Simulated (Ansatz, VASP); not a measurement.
# Two plane-wave programs on KCl

```
K Cl
1.0
     0.00000    3.10876    3.15610
     3.20344    0.00000    3.15610
     3.20344    3.10876    0.00000
K Cl
1 1
Cartesian
  0.0000 0.0000 0.0000
  3.2034 3.1088 3.1561
```

Change from the starting cell: strain +0.0150 x Voigt [1, -1, 0, 0, 0, 0], atoms carried along.

Alike in both runs: task single point; functional PBEsol; k mesh 6 × 6 × 6; occupations gaussian, width 0.05 eV; no spin polarisation.

|  | VASP | Ansatz |
| --- | --- | --- |
| version | VASP 6.6.1 | Ansatz 0.2.0 |
| potentials or method | VASP PAW PBE potentials, release 64 (K_sv, Cl) | scalar-relativistic, plane waves, PAW |
| plane-wave cutoff (eV) | 520 | 420 |
| valence electrons in the cell | 16 | 16 |

Ansatz gave:

| Quantity | Value |
| --- | --- |
| gap on the k mesh at the Fermi level (eV) | 4.99 |
| least direct gap on the mesh (eV) | 4.99 |
| pressure (GPa) | -0.5 |
| largest component of the traceless stress (GPa) | 0.48 |

Question: What did VASP give for the same quantities?

Answer: gap on the k mesh at the Fermi level (eV): 4.98; least direct gap on the mesh (eV): 4.98; pressure (GPa): -0.5; largest component of the traceless stress (GPa): 0.49.

Caveats: the PAW data sets were made with another functional, which shifts forces and pressure a little (VASP).
